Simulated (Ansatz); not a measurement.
# W: changing the dispersion correction

The cell as given:

It takes space group Fm-3m (No. 225, cubic). Conventional cell: a = 4.060 Å, b = 4.060 Å, c = 4.060 Å, α = 90.00°, β = 90.00°, γ = 90.00°. W (site symmetry m-3m) has 12 W at 2.87 Å as nearest neighbours.

This isn't the form of W at room conditions, which is bcc.

Kept alike: task relaxation of cell and atoms; functional r2SCAN; k mesh 11 × 11 × 11; occupations fermi-dirac, width 0.05 eV; no spin polarisation. Program: Ansatz, Ansatz PAW, cutoff 500 eV. The mesh is that of the run's cell of 1 atom. No spin-orbit coupling.

| dispersion correction | volume (Å³/atom) |
| --- | --- |
| D3(BJ) | 16.017 |
| D4 | 16.091 |
| none | 16.184 |
| rVV10 | 16.065 |

The relaxations keep at least the cell's symmetry (Fm-3m). For a metal such a mesh leaves the last digits unconverged. Relaxations stop with a little pressure left, so the last digits of a volume or edge aren't settled. All rows use potentials made for PBE.

Problem. What does the dispersion correction change here?

Solution. The volume runs from 16.017 (D3(BJ)) to 16.184 Å³/atom (none). Against no correction: D3(BJ) -1.0 %; D4 -0.6 %; rVV10 -0.7 %. Dispersion terms mostly attract and so lower the volume; the schemes' coefficients and damping set how far.
